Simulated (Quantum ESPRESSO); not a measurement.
Crystal: HfN.

```
Hf N
1.0
     0.00000    2.25600    2.25600
     2.25600    0.00000    2.25600
     2.25600    2.25600    0.00000
Hf N
1 1
Direct
  0.00000 0.00000 0.00000
  0.50000 0.50000 0.50000
```

| Item | Value |
| --- | --- |
| Program | Quantum ESPRESSO 7.5 |
| Task | phonons and electron-phonon coupling |
| Functional | PBEsol |
| Potentials or basis | GBRV 1.5 PBEsol |
| Cutoff | 612 eV |
| Density cutoff | 4898 eV |
| k mesh | 8 × 8 × 8 |
| Occupations | methfessel-paxton, width 0.272 eV |
| Spin | no spin polarisation |
| Mixing beta | 0.5 |
| Most SCF iterations | 120 |
| SCF threshold | 4e-10 Ry |
| q mesh | 4 × 4 × 4 |

The cell and the atoms were relaxed first, to 11.38 Å³/atom (a = 3.181 Å, b = 3.181 Å, c = 3.181 Å, α = 60.00°, β = 60.00°, γ = 60.00°), and the response was taken there.

Levels for the coupling come from a 24 × 24 × 24 mesh; ten broadenings of the double delta from 0.07 to 0.68 eV; Tc from the McMillan formula in the Allen-Dynes form.

Q: How strong is the electron-phonon coupling, and what superconducting temperature follows?

A: Over broadenings from 0.27 to 0.54 eV, λ lies between 0.87 and 0.93 and ω_log near 254 K, which gives Tc from 14.0 to 15.8 K at μ* = 0.10 and from 11.6 to 13.3 K at μ* = 0.13.

Electron-phonon coupling by broadening of the double delta (levels on a 24 × 24 × 24 mesh):
```
broadening (eV)     λ  N(E_F) (states/eV a spin and cell)  ω_log (K)  Tc, μ* 0.10 (K)  Tc, μ* 0.13 (K)
           0.07  0.93                               0.267        240             14.8             12.5
           0.14  0.86                               0.295        251             13.7             11.3
           0.20  0.93                               0.304        254             15.6             13.2
           0.27  0.93                               0.302        254             15.8             13.3
           0.34  0.91                               0.299        254             15.3             12.9
           0.41  0.90                               0.296        254             14.8             12.3
           0.48  0.88                               0.293        254             14.3             11.9
           0.54  0.87                               0.291        255             14.0             11.6
           0.61  0.86                               0.290        255             13.7             11.4
           0.68  0.85                               0.288        256             13.5             11.1
```

The same from a weighted sum over the computed q points, without interpolation:
```csv
broadening (eV),λ,ω_log (K),"Tc, μ* 0.10 (K)","Tc, μ* 0.13 (K)"
0.07,1.22,169,15.4,13.7
0.14,1.02,204,14.6,12.5
0.20,1.10,204,16.3,14.3
0.27,1.13,200,16.5,14.5
0.34,1.11,198,16.1,14.1
0.41,1.09,197,15.6,13.6
0.48,1.07,197,15.3,13.3
0.54,1.06,198,15.0,13.0
0.61,1.04,198,14.7,12.8
0.68,1.03,199,14.5,12.5
```

Eliashberg function at a broadening of 0.27 eV:
```csv
cm⁻¹,α²F
14,0.000
42,0.003
70,0.025
97,0.152
125,0.405
153,0.257
181,0.000
209,0.000
237,0.000
265,0.000
292,0.000
320,0.000
348,0.000
376,0.000
404,0.000
432,0.000
460,0.376
487,0.767
515,0.810
543,0.057
```

The smallest broadenings aren't converged on these meshes, and μ* is assumed, not computed; spin fluctuations are left out.

Caveat: the mesh is thin for the phonons of a metal; λ from interpolated matrix elements is rough: modes that symmetry makes equal can differ by tens of percent.
